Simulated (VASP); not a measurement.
# CaO (P6_3/mmc) in VASP: equation of state, part 2 of 2

VASP 6.6.1. Earlier steps stand in the parts before.

### 4 Equation of state, PBE, 16.18 Å³/atom (volume scaled by 0.98)

The input, INCAR:

```
SYSTEM = CaO
ALGO = Normal
EDIFF = 1E-7
ENCUT = 520
GGA = PE
ISIF = 2
ISMEAR = -1
LASPH = .True.
LCHARG = .False.
LREAL = .False.
LWAVE = .False.
NBANDS = 24
NELM = 60
PREC = Accurate
SIGMA = 0.05
```

The input, KPOINTS:

```
k-points
0
Gamma
  8 8 6
  0 0 0
```

The input, POSCAR:

```
CaO
1.0
    3.9651832332      0.0000000000      0.0000000000
   -1.9825916165      3.4339494106      0.0000000000
    0.0000000000      0.0000000000      4.7527260222
Ca O
2 2
Direct
    0.6666666667      0.3333333333      0.2500000000
    0.3333333333      0.6666666667      0.7500000000
    0.6666666667      0.3333333333      0.7500000000
    0.3333333333      0.6666666667      0.2500000000
```

Run with:

```sh
$ cat potpaw_PBE.64/Ca_sv/POTCAR potpaw_PBE.64/O/POTCAR > POTCAR
$ mpirun -np 1 vasp_std > vasp.out
```

It took 56 s on 1 thread of Intel Xeon Platinum 8488C (Sapphire Rapids), shared host; peak memory 0.21 GiB.

Results (log left out):

* Free energy: -25.3240 eV
* Pressure: 3.4 GPa
* Band gap on the k mesh: 3.23 eV, direct

### 5 Equation of state, PBE, 16.84 Å³/atom (volume scaled by 1.02)

The input, INCAR:

```
SYSTEM = CaO
  PREC = Accurate
  ENCUT = 520
  EDIFF = 1E-7
  ISMEAR = -1
  SIGMA = 0.05
  LREAL = .FALSE.
  LASPH = .TRUE.
  NELM = 60
  ALGO = Normal
  ISIF = 2
  LWAVE = .FALSE.
  LCHARG = .FALSE.
  GGA = PE
  NBANDS = 24
```

The input, KPOINTS:

```
Automatic mesh
0
G
  8 8 6
  0 0 0
```

The input, POSCAR:

```
CaO
1.0
    4.0184135210      0.0000000000      0.0000000000
   -2.0092067604      3.4800481920      0.0000000000
    0.0000000000      0.0000000000      4.8165286157
Ca O
2 2
Direct
    0.6666666667      0.3333333333      0.2500000000
    0.3333333333      0.6666666667      0.7500000000
    0.6666666667      0.3333333333      0.7500000000
    0.3333333333      0.6666666667      0.2500000000
```

Potentials or basis: VASP PAW PBE potentials, release 64 (Ca_sv, O).

Run with:

```sh
$ cat potpaw_PBE.64/Ca_sv/POTCAR potpaw_PBE.64/O/POTCAR > POTCAR
$ mpirun -np 1 vasp_std > vasp.out
```

OUTCAR:

```text
SYSTEM = CaO
   PREC = Accurate
   ENCUT = 520
   EDIFF = 1E-7
   ISMEAR = -1
   LREAL = .FALSE.
   LASPH = .TRUE.
   NELM = 60
   ISIF = 2
   GGA = PE

 Found     40 irreducible k-points:

 Following reciprocal coordinates:
            Coordinates               Weight
  0.000000  0.000000  0.000000      1.000000
  0.125000  0.000000  0.000000      6.000000
  0.250000  0.000000  0.000000      6.000000
  0.375000  0.000000  0.000000      6.000000
  0.500000  0.000000  0.000000      3.000000
  0.125000  0.125000  0.000000      6.000000
[... 241 lines left out ...]
  Direction    XX          YY          ZZ          XY          YZ          ZX
  --------------------------------------------------------------------------------------
  -------------------------------------------------------------------------------------
  Total       -0.1337049     -0.1337049     -0.0688291     -0.0000000     -0.0000000      0.0000000
  in kB       -3.1804161     -3.1804161     -1.6372267     -0.0000000     -0.0000000      0.0000000
  external PRESSURE =      -2.6660196 kB  Pullay stress =       0.0000000 kB

 VOLUME and BASIS-vectors are now :
 -----------------------------------------------------------------------------
  energy-cutoff  :      520.00
  volume of cell :       67.36
      direct lattice vectors                 reciprocal lattice vectors
     4.018413521  0.000000000  0.000000000     0.248854428  0.143676171  0.000000000
    -2.009206760  3.480048192  0.000000000     0.000000000  0.287352343  0.000000000
     0.000000000  0.000000000  4.816528616     0.000000000  0.000000000  0.207618407

 POSITION                                       TOTAL-FORCE (eV/Angst)
 -----------------------------------------------------------------------------------
      2.00921      1.16002      1.20413         0.000000      0.000000      0.000000
     -0.00000      2.32003      3.61240        -0.000000     -0.000000     -0.000000
      2.00921      1.16002      3.61240        -0.000000      0.000000      0.000000
     -0.00000      2.32003      1.20413        -0.000000     -0.000000      0.000000
 -----------------------------------------------------------------------------------
    total drift:                                0.000000     -0.000000      0.000000

  FREE ENERGIE OF THE ION-ELECTRON SYSTEM (eV)
  ---------------------------------------------------
  free  energy   TOTEN  =       -25.3514189732 eV

  energy  without entropy=      -25.3514189732  energy(sigma->0) =      -25.35141897
```

stdout:

```text
POSCAR found type information on POSCAR CaO
 POSCAR found :  2 types and       4 ions
 scaLAPACK will be used
 LDA part: xc-table for (Slater+PW92), standard interpolation
 POSCAR, INCAR and KPOINTS ok, starting setup
 FFT: planning ... GRIDC
 FFT: planning ... GRID_SOFT
 FFT: planning ... GRID
 WAVECAR not read
 entering main loop
```

It took 51 s on 1 thread of Intel Xeon Platinum 8488C (Sapphire Rapids), shared host; peak memory 0.2 GiB.

Results:

- Free energy: -25.3514 eV
- Pressure: -0.3 GPa
- Band gap on the k mesh: 3.09 eV, direct

### 6 Equation of state, PBE, 17.17 Å³/atom (volume scaled by 1.04)

The input, INCAR:

```
SYSTEM = CaO
PREC = Accurate
ENCUT = 520
EDIFF = 1E-7
ISMEAR = -1
SIGMA = 0.05
LREAL = .False.
LASPH = .True.
NELM = 80
ALGO = Normal
ISIF = 2
LWAVE = .False.
LCHARG = .False.
GGA = PE
NBANDS = 24
```

The input, KPOINTS:

```
Automatic mesh
0
Gamma
  8 8 6
  0 0 0
```

The input, POSCAR:

```
CaO
1.0
    4.0445078464      0.0000000000      0.0000000000
   -2.0222539232      3.5026465408      0.0000000000
    0.0000000000      0.0000000000      4.8478056519
Ca O
2 2
Direct
    0.6666666667      0.3333333333      0.2500000000
    0.3333333333      0.6666666667      0.7500000000
    0.6666666667      0.3333333333      0.7500000000
    0.3333333333      0.6666666667      0.2500000000
```

Potentials or basis: VASP PAW PBE potentials, release 64 (Ca_sv, O).

Run with:

```sh
$ cat potpaw_PBE.64/Ca_sv/POTCAR potpaw_PBE.64/O/POTCAR > POTCAR
$ mpirun -np 1 vasp_std > vasp.out
```

Run time: 60 s. Hardware: 1 thread of Intel Xeon Platinum 8488C (Sapphire Rapids), shared host; peak memory 0.21 GiB.

It converged, with:

| Item | Value |
| --- | --- |
| Free energy | -25.3438 eV |
| Pressure | -1.8 GPa |
| Band gap on the k mesh | 3.02 eV, direct |

### 7 Equation of state, PBE, 17.50 Å³/atom (volume scaled by 1.06)

The input, INCAR:

```
ALGO = Normal
EDIFF = 1E-7
ENCUT = 520
GGA = PE
ISIF = 2
ISMEAR = -1
LASPH = True
LCHARG = False
LREAL = False
LWAVE = False
NBANDS = 24
NELM = 80
PREC = Accurate
SIGMA = 0.05
```

The input, KPOINTS:

```
k-points
0
Gamma
  8 8 6
```

The input, POSCAR:

```
CaO
1.0
    4.0702697375      0.0000000000      0.0000000000
   -2.0351348687      3.5249569929      0.0000000000
    0.0000000000      0.0000000000      4.8786842274
Ca O
2 2
Direct
    0.6666666667      0.3333333333      0.2500000000
    0.3333333333      0.6666666667      0.7500000000
    0.6666666667      0.3333333333      0.7500000000
    0.3333333333      0.6666666667      0.2500000000
```

Run with:

```sh
$ cat potpaw_PBE.64/Ca_sv/POTCAR potpaw_PBE.64/O/POTCAR > POTCAR
$ mpirun -np 1 vasp_std > vasp.out
```

It took 60 s on 1 thread of Intel Xeon Platinum 8488C (Sapphire Rapids), shared host; peak memory 0.2 GiB.

It converged, with:

```yaml
Free_energy: -25.3237 eV
Pressure: -3.3 GPa
Band_gap_on_the_k_mesh: 2.96 eV, direct
```

### 8 Equation of state, PBE

No new run: the results of the series are fitted here.

What came out:

```
Equilibrium volume                        : 16.81 Å³/atom
Bulk modulus at fixed shape and positions : 86 GPa
Pressure derivative of the bulk modulus   : 4.3
```

Energy against volume, from the lowest point:
```csv
volume (Å³/atom),energy (meV/atom)
15.518,30.68
15.848,16.42
16.179,6.86
16.509,1.52
16.839,0.00
17.169,1.92
17.499,6.93
```

Caveat: the cell was scaled at fixed shape and fractional positions, which overstates the stiffness of a crystal with free parameters, most of all of layers and chains.
